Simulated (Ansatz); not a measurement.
# TiO2 monolayer (2H): following an unstable mode, part 3 of 3

Which phase does TiO2 monolayer (2H) fall into along its unstable mode, and how much energy does it gain?

Ansatz 0.2.0; DFT LDA, scalar-relativistic, plane waves, PAW.

So far. Step 4 (The mode frozen in, largest atomic shift 0.22 Å): The energy, extrapolated to zero smearing, is -32.68 meV/atom against the undistorted cell. Step 5 (Energy along the mode, all amplitudes (two of the runs …): The lowest of the steps tried is at 0.22 Å, 32.7 meV/atom below the parent; the bottom of the well need not coincide with a step.

### Step 7. Modes of the new phase, k-mesh 6×6×1

A relaxed structure may still be a saddle point, so its zone-centre modes are computed. The response to a homogeneous field gives the Born charges and the dielectric tensor, and its change with displacement the Raman tensors.

The input, input.yaml:

```yaml
crystal:
  lattice:
    - [0.0, -4.8935979316, 0.0]
    - [-4.2379801247, -2.4467989658, 0.0]
    - [0.0, 0.0, -28.7]
  atoms:
    - { symbol: Ti, position: [0.3333333333, 0.6666666667, 0.6515679752] }
    - { symbol: Ti, position: [0.0, 0.3333333333, 0.6392207552] }
    - { symbol: Ti, position: [0.6666666667, 0.0, 0.6639151951] }
    - { symbol: O, position: [0.6581107718, 0.3330989772, 0.6126560582] }
    - { symbol: O, position: [0.3421235843, -0.0085558949, 0.6126560582] }
    - { symbol: O, position: [0.9997656439, 0.6754569177, 0.6126560582] }
    - { symbol: O, position: [0.6669010228, 0.3418892282, 0.6904798922] }
    - { symbol: O, position: [0.3245430823, 0.0002343561, 0.6904798922] }
    - { symbol: O, position: [1.0085558949, 0.6578764157, 0.6904798922] }
  periodic: [true, true, false]
kpoints:
  mp_grid: { grid: [6, 6, 1] }
hamiltonian:
  xc: lda
scf:
  occupations: { method: fixed }
output:
  eigenvalues: true
phonons:
  method: dfpt
  dielectric: true
  raman: true
```

Launch:

```console
ansatz run input.yaml --threads 8 --pin off --max-ram 14336MiB --backend cpu --events-out ev --progress --plain --runs-dir out
```

Numbers of over 12 decimals in the logs are rounded to 6 here.

Output:

```text
[...]
Crystal: 9 atoms, lattice volume = 595.208 Å³
Basis set: ecut = 420 eV, 11633 PW (Γ), exchange–correlation on 72×72×384 points (8 copies of the dense FFT grid, shifted against one another)
Bands: 45, of which v1, the nominal top of the filled ones, is band 36 counted from 1 (35 counted from 0)
Symmetry: 6 space group operations
k-points: 20 of 36 (irreducible under 1 space group operation, time reversal used)
[...]
SCF iter   1: F=—  HF=-10690.461097 eV  |F-HF|=—  |Δ(HF+E_count)|=         —  Δρ=1.13e-2  dr2=7.28e-1  ethr=1.77e-3  ⟨swp⟩=8.0  Hψ=4864  notcnv=0  defer=136
[...]
SCF iter  12: F=-10690.324242 eV  HF=-10690.324242 eV  |F-HF|=8.73e-11  |Δ(HF+E_count)|=  5.28e-11  Δρ=6.09e-8  dr2=1.48e-11  ethr=1.00e-12  ⟨swp⟩=25.7  Hψ=9600  notcnv=0
SCF 1 converged in 12 iterations: F = -10690.324242 eV  dr2 = 1.48e-11
[...]
Bands: 37, of which v1, the nominal top of the filled ones, is band 36 counted from 1 (35 counted from 0)
k-points: 18 of 36 (irreducible under 1 space group operation, time reversal used)
[...]
Eigensolver: Dense (18 Hₖ)
SCF iter   1: F=—  HF=-10690.266979 eV  |F-HF|=—  |Δ(HF+E_count)|=         —  Δρ=1.80e-4  dr2=5.84e-5  ethr=1.00e-1
[...]
SCF iter   8: F=-10690.266964 eV  HF=-10690.266964 eV  |F-HF|=1.64e-11  |Δ(HF+E_count)|=   2.14e-9  Δρ=7.34e-8  dr2=4.98e-11  ethr=1.60e-12
SCF 1 converged in 8 iterations: F = -10690.266964 eV  dr2 = 4.98e-11
[...]
SCF converged after 12 iterations
Free energy (F): -10690.324242 eV
[...]
Internal energy: -10690.324242 eV  (E = F + TS)
E sigma→0 (E₀):  -10690.324242 eV
Fermi energy:    -8.686554 eV
[...]
--- Band table (eV; the first three rows and the last of 20) ---
  k-point 0: bands = [... 32 lower, -10.4120, -9.5454, -8.9280, -8.9280, -6.4235, -6.4235, -5.4058, -4.8627, ... 5 higher]
  k-point 1: bands = [... 32 lower, -10.4240, -9.4094, -8.9048, -8.8314, -6.6570, -6.4770, -5.3086, -4.9609, ... 5 higher]
  k-point 2: bands = [... 32 lower, -10.1942, -9.2591, -8.8920, -8.7289, -6.7715, -6.3603, -5.7924, -4.9523, ... 5 higher]
  k-point 19: bands = [... 32 lower, -10.0240, -9.2066, -8.9207, -8.7193, -6.6033, -6.2271, -6.1961, -5.0464, ... 5 higher]
[...]
ASR residual: 1.039e-4 → 0.000e0 eV/Å²; symmetrization residual: 3.291e-5 eV/Å²
[...]
ASR residual per site (eV/Å²): 3.85e-5 3.15e-5 4.04e-5 1.04e-4 1.04e-4 1.04e-4 9.29e-5 9.29e-5 9.29e-5
  Γ frequencies (cm⁻¹): -62.79 0.00 0.00 0.00 63.18 63.18 203.62 273.88 273.88 294.19 332.43 360.84 360.84 393.72 393.72 438.60 438.60 514.66 514.66 526.88 586.14 586.14 601.53 698.87 717.23 717.23 724.82
  ε∞ (high-frequency dielectric tensor):
        2.088209     0.000000    -0.000000
        0.000000     2.088209     0.000000
       -0.000000     0.000000     1.115454
[...]
2.485332     0.000000    -0.000000
        0.000000     2.485332     0.000000
       -0.000000     0.000000     0.263682
[...]
Born effective charges Z* (e; rows j = field, columns β = displacement):
    site 0:
         5.47398   -0.00000    0.00000
        -0.00000    5.47398    0.00000
         0.00000   -0.00000    0.75417
    site 1:
         4.84171   -0.06529    0.00000
         0.06529    4.84171    0.00000
         0.00000   -0.00000    0.44425
    site 2:
         4.84171    0.06529    0.00000
        -0.06529    4.84171    0.00000
         0.00000   -0.00000    0.44425
    site 3:
        -1.88767    0.37160    0.13835
         0.49700   -3.16480    0.03355
        -0.03262    0.03108   -0.27378
    site 4:
        -3.22163    0.27316   -0.04012
         0.39856   -1.83083   -0.13659
         0.04322    0.01271   -0.27378
    site 5:
        -2.46940   -0.83286   -0.09823
        -0.70747   -2.58307    0.10304
        -0.01060   -0.04378   -0.27378
    site 6:
        -3.22163   -0.27316   -0.04012
        -0.39856   -1.83083    0.13659
         0.04322   -0.01271   -0.27378
    site 7:
        -1.88767   -0.37160    0.13835
        -0.49700   -3.16480   -0.03355
        -0.03262   -0.03108   -0.27378
    site 8:
        -2.46940    0.83286   -0.09823
         0.70747   -2.58307   -0.10304
        -0.01060    0.04378   -0.27378
  Z* charge neutrality: 3.289e-3 e pre-enforcement
[...]
optical modes at Γ without the LO–TO term, one row a degenerate level:
      ω (cm⁻¹)  modes    IR ((D/Å)²/amu)  static Raman (Å⁴/amu)  depolarisation
        -62.79      1             0.0181                 0.0000               —
         63.18      2             0.2546                 4.2479           0.750
        203.62      1             0.0000                 0.0727           0.000
        273.88      2            25.0800                21.7870           0.750
        294.19      1             0.0016                 0.0000               —
        332.43      1             0.0000                38.5084           0.125
        360.84      2             0.0666                 7.5635           0.750
        393.72      2            22.4474                85.2165           0.750
        438.60      2            39.9352               407.3147           0.750
        514.66      2            18.2086                 0.8712           0.750
        526.88      1             0.5632                 0.0000               —
        586.14      2            88.4414               146.4055           0.750
        601.53      1             0.0000                 4.9338           0.103
        698.87      1             0.5475                 0.0000               —
        717.23      2             0.6490                34.9053           0.750
        724.82      1             0.0000               589.0527           0.109
```

The job ended after 7.1 min (8 threads of Intel Xeon 6975P-C (Granite Rapids), shared host; peak memory 4.5 GiB).

This step gave:

```yaml
sum_rule_residual_before_enforcement: 1.04e-4 eV/Å²
miss_of_the_charge_sum_rule: 0.003289 e
estimated_error_of_the_dielectric_tensor: 0.009165
estimated_error_of_the_born_charges: 0.01864 e
point_group: 32
highest_optical_mode_at_the_zone_centre_no_lo_to_term: 724.8 cm⁻¹
lowest_optical_zone_centre_mode: -62.79 cm⁻¹
largest_born_charge_third_of_the_trace: 3.901 e
```

Without the LO-TO term. Patterns of degenerate modes are one choice out of their space. Modes at Γ, with each element's share of the kinetic energy (negative means imaginary):

```csv
mode,frequency (cm⁻¹),symmetry,Ti %,O %
1,-62.8,A2,98,2
2,0.0,acoustic,60,40
3,0.0,acoustic,60,40
4,0.0,acoustic,60,40
5,63.2,E,10,90
6,63.2,E,10,90
7,203.6,A1,87,13
8,273.9,E,15,85
9,273.9,E,15,85
10,294.2,A2,1,99
11,332.4,A1,8,92
12,360.8,E,12,88
13,360.8,E,12,88
14,393.7,E,34,66
15,393.7,E,34,66
16,438.6,E,85,15
17,438.6,E,85,15
18,514.7,E,41,59
19,514.7,E,41,59
20,526.9,A2,18,82
21,586.1,E,26,74
22,586.1,E,26,74
23,601.5,A1,3,97
24,698.9,A2,24,76
25,717.2,E,16,84
26,717.2,E,16,84
27,724.8,A1,2,98
```

Displacements in mode 1 (-62.8 cm⁻¹), the largest set to 1:
```
Ti1  0.00  0.00  1.00
Ti2  0.00  0.00 -0.51
Ti3  0.00  0.00 -0.51
O4   0.03 -0.12  0.01
O5  -0.12  0.03  0.01
O6   0.09  0.09  0.01
O7  -0.12 -0.03  0.01
O8   0.03  0.12  0.01
O9   0.09 -0.09  0.01
```

Displacements in mode 7 (203.6 cm⁻¹), the largest set to 1:
```
Ti1  0.00  0.00  0.00
Ti2  0.00  0.00  1.00
Ti3  0.00  0.00 -1.00
O4   0.15  0.35  0.03
O5   0.23 -0.31  0.03
O6  -0.38 -0.04  0.03
O7  -0.23 -0.31 -0.03
O8  -0.15  0.35 -0.03
O9   0.38 -0.04 -0.03
```

High-frequency dielectric tensor, averaged over the cell of height 28.7 Å or as lengthened by the program, vacuum included. Tensor:

```csv
,x,y,z
x,2.088,0,0
y,0,2.088,0
z,0,0,1.115
```

Born charge (rows field, columns displacement) (e), principal values of the symmetric part by kind of site:

```csv
atom,atoms with these values,low,middle,high,mean
Ti1,1,0.75,5.47,5.47,3.90
Ti2,2,0.44,4.84,4.84,3.38
O4,6,-3.30,-1.76,-0.27,-1.78
```

In full for Ti1:

```
5.47 0.00 0.00
0.00 5.47 0.00
0.00 0.00 0.75
```

Transverse modes; imaginary modes are left out. Infrared lines, with heights relative to the strongest:

```csv
position (cm⁻¹),label,relative intensity
63,E,0.3
204,A1,0.0
274,E,28
294,A2,0.0
332,A1,0.0
361,E,0.1
394,E,25
439,E,45
515,E,21
527,A2,0.6
586,E,100
602,A1,0.0
699,A2,0.6
717,E,0.7
725,A1,0.0
```

Activity x (w_L - w)^4 (n + 1)/w, 532 nm, 300 K; imaginary modes are left out; the tensors are static ones, while 532 nm light lies above the computed direct gap, where resonance would change the heights. Raman lines, with heights relative to the strongest:

```csv
position (cm⁻¹),label,relative intensity
63,E,26
204,A1,0.1
274,E,11
294,A2,0.0
332,A1,14
361,E,2.5
394,E,24
439,E,100
515,E,0.2
527,A2,0.0
586,E,24
602,A1,0.8
699,A2,0.0
717,E,4.5
725,A1,74
```

Before it was imposed, the acoustic sum rule was missed by 1.0e-4 eV/Å² and the charge sum rule by 0.0033 e. Small misses are needed for a sound result but don't prove that mesh and cutoff are converged. The lowest optical mode is imaginary, 62.8i cm⁻¹, so the energy falls along it.

### Step 8. The phases reached

The phases reached along the modes that were followed are set side by side.

Energies are those of the first relaxation, on the mesh of the frozen mode; space group, volume and gap are those of the last relaxation. Phases, by row:

```csv
mode frozen in,space group,energy from parent (meV/atom),volume (Å³/atom),gap on mesh (eV),lowest zone-centre optical mode (cm⁻¹),largest shift (Å)
parent,P-6m2,0,66.07,1.177,–,–
"q = (0, 0, 0), 307i cm⁻¹",P-3m1,-464.7,71.34,2.822,200.4,1.141
"q = (0, 0, 0), 307i cm⁻¹",P-4m2,-283,93.65,3.573,239.6,1.132
"q = (0, 0, 0), 307i cm⁻¹",P-3m1,-464.7,71.34,2.822,200.4,1.141
"q = (0.333, 0.333, 0), 302i cm⁻¹",P321,-59.22,66.13,1.915,-62.8,0.354
```

### Step 9. What came out

| Item | Value |
| --- | --- |
| unstable mode of the parent | q = (0.333, 0.333, 0), 302i cm⁻¹ |
| depth at the lowest point sampled | 32.7 meV/atom |
| largest atomic shift at that point | 0.22 Å |
| space group reached (within 0.01 Å) | P321 |
| energy gained over the parent (first relaxation, on the mesh of the frozen mode) | 59.2 meV/atom |
| area per atom, phase reached | 2.30 Å² |
| gap on the k-mesh, phase reached | 1.92 eV |
| lowest optical zone-centre mode, phase reached | -62.8 cm⁻¹ |
| highest optical mode at the zone centre (no LO-TO term), phase reached | 725 cm⁻¹ |

What this shows: Along this mode the structure falls into P321, 59.2 meV/atom below the parent. At the parent's cell the well is 32.68 meV/atom deep on the steps tried, with its lowest point at a shift of 0.22 Å. Relaxing atoms and cell changes the gain by +26.54 meV/atom against the lowest step (energies at zero smearing). The new phase still has an imaginary mode at the zone centre of its cell, so it is a saddle point on the way to a lower structure. Of the 4 patterns followed to their end from this parent, this one ends 405 meV/atom above the lowest, P-3m1. Each path keeps the symmetry of its pattern, so a lower phase may lie along a pattern not tried. In a sheet or slab the interpolated bending branch near Γ is rough, since the rotational sum rule isn't imposed. Dielectric tensors refer to the cell with its vacuum. The starting cell was built on a prototype and not taken from a measurement.

[Logs are printed without paths, hosts, clocks, repeated set-up lines and the standing remarks that a program may print on its own settings, such as how far it seeks lower states.]

[Hosts, paths, dates, database ids (printed as entryN), source tags and the programs' standing remarks are cut or masked in the printed files.]
